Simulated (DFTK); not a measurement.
Crystal: BAs.

```
As B
1.0
     0.00000    2.38850    2.38850
     2.38850    0.00000    2.38850
     2.38850    2.38850    0.00000
As B
1 1
Cartesian
  3.5827 3.5827 3.5827
  0.0000 0.0000 0.0000
```

Base run:

```yaml
Program: DFTK 0.8.2
Functional: PBE
Potentials_or_basis: cp2k.nc.sr.pbe.v0_1.semicore.gth (PBE, GTH)
Cutoff: 762 eV
k_mesh: 10 × 10 × 10
Occupations: fermi-dirac, width 0.05 eV
Spin: no spin polarisation
```

Its results: band gap on the k mesh 1.17 eV, indirect (least direct gap 3.28 eV).

Task: The run is repeated on the same cell with these changes: functional from PBE to BJ06; cutoff from 762 eV to 980 eV; k mesh from 10 × 10 × 10 to 9 × 9 × 9. What comes out?

Result: Band gap on the k mesh 1.33 eV, indirect (least direct gap 3.53 eV).

Several settings changed at once, so the effect can't be laid on one alone.

Caveats: the program leaves the constant c of mgga_x_tb09 at 1, so the potential is Becke-Johnson's (BJ06) and not Tran and Blaha's, with levels but no total energy (some runs).
